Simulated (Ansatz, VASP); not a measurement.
# Two plane-wave programs on SiC

```xyz
4
Lattice="3.0887 0.0000 0.0000 -1.5443 2.6749 0.0000 0.0000 0.0000 4.6778" Properties=species:S:1:pos:R:3 pbc="T T T"
Si    0.0000    1.7833   -0.0097
Si    1.5443    0.8916    2.3292
C     0.0000    1.7833    1.8106
C     1.5443    0.8916    4.1496
```

Alike in both runs: functional PBE; k mesh 12 × 12 × 6; occupations gaussian, width 0.05 eV; no spin polarisation.

Ansatz relaxed the structure, and its values are those at the end. VASP's run is a single point on that final structure, the one shown.

|  | VASP | Ansatz |
| --- | --- | --- |
| version | VASP 6.6.1 | Ansatz 0.2.0 |
| potentials or method | VASP PAW PBE potentials, release 64 (Si, C) | scalar-relativistic, plane waves, PAW |
| plane-wave cutoff (eV) | 520 | 520 |
| valence electrons in the cell | 16 | 16 |

|  | VASP | Ansatz | Ansatz less VASP |
| --- | --- | --- | --- |
| gap on the k mesh at the Fermi level (eV) | 1.67 | 1.68 | +0.010 |
| least direct gap on the mesh (eV) | 3.41 | 3.42 | +0.008 |
| pressure (GPa) | 20.4 | 20.5 | +0.11 |

The functional is the same, so the differences come from potentials, cutoffs and numerics. Ansatz warned: «stress_scf_threshold_loose».

Caveats: so large a pressure means that the cell lies far from this level's equilibrium, or that cutoff or potentials fall short (VASP). A k mesh can miss the band edges.
